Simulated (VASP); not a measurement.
Here is a VASP 6.6.1 calculation.

INCAR

```
SYSTEM = Se
PREC = Accurate
ENCUT = 520
EDIFF = 1E-6
ISMEAR = 0
SIGMA = 0.02
LREAL = .FALSE.
LASPH = .TRUE.
NELM = 80
ALGO = Fast
ISIF = 2
LWAVE = .FALSE.
LCHARG = .TRUE.
GGA = PS
LELF = .TRUE.
LVHAR = .TRUE.
NBANDS = 16
```

KPOINTS

```
regular mesh
0
G
  12 12 8
  0 0 0
```

The input POSCAR:

```
Se
1.0
    4.0345900000      0.0000000000      0.0000000000
   -2.0173000000      3.4940600000      0.0000000000
    0.0000000000      0.0000000000      5.1274200000
Se
3
Direct
    0.2495400000      0.0000000000      0.3333300000
    0.0000000000      0.2495400000      0.6666700000
    0.7504600000      0.7504600000      1.0000000000
```

Potentials or basis: VASP PAW PBE potentials, release 64 (Se).

The run is started by

```sh
$ cat potpaw_PBE.64/Se/POTCAR > POTCAR
$ mpirun -np 1 vasp_std > vasp.out
```

Question: Predict the pressure.

Answer: 0.0 GPa.

Question: Predict the band gap on the k mesh.

Answer: 0.42 eV, direct.

Caveat: the PAW data sets were made with another functional, which shifts forces and pressure a little. A k mesh can miss the band edges.
